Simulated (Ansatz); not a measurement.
The parent structure is BeO in the wurtzite structure (space group P6_3mc, No. 186; a = 2.693 Å, c = 4.373 Å).

Computed with PBEsol (Ansatz, a quantum-chemistry and plane-wave program), no spin-orbit coupling.

One change was made to it. Results:

| quantity | base | after |
|---|---|---|
| electron mass | 0.54 mₑ along c, 0.61 mₑ across (at Γ) | 0.53 mₑ along c, 0.60 mₑ across (at Γ) |
| gap character | direct at Γ | direct at Γ |
| band gap | 7.51 eV | 7.41 eV |
| shortest interatomic distance | 1.644 Å | 1.649 Å |

Problem. Which of these changes matches the shifts?
A) pressure −2 GPa
B) pressure −1 GPa
C) pressure 3 GPa

Solution. A, pressure −2 GPa. For comparison, the band gap in the other runs: pressure 3 GPa gives 7.65 eV; pressure −1 GPa gives 7.46 eV.

Load acts through the strain it causes; cell and atoms are relaxed under it. Effective masses come from finite differences of ±0.01 Å⁻¹. Stability against distortions was not tested.
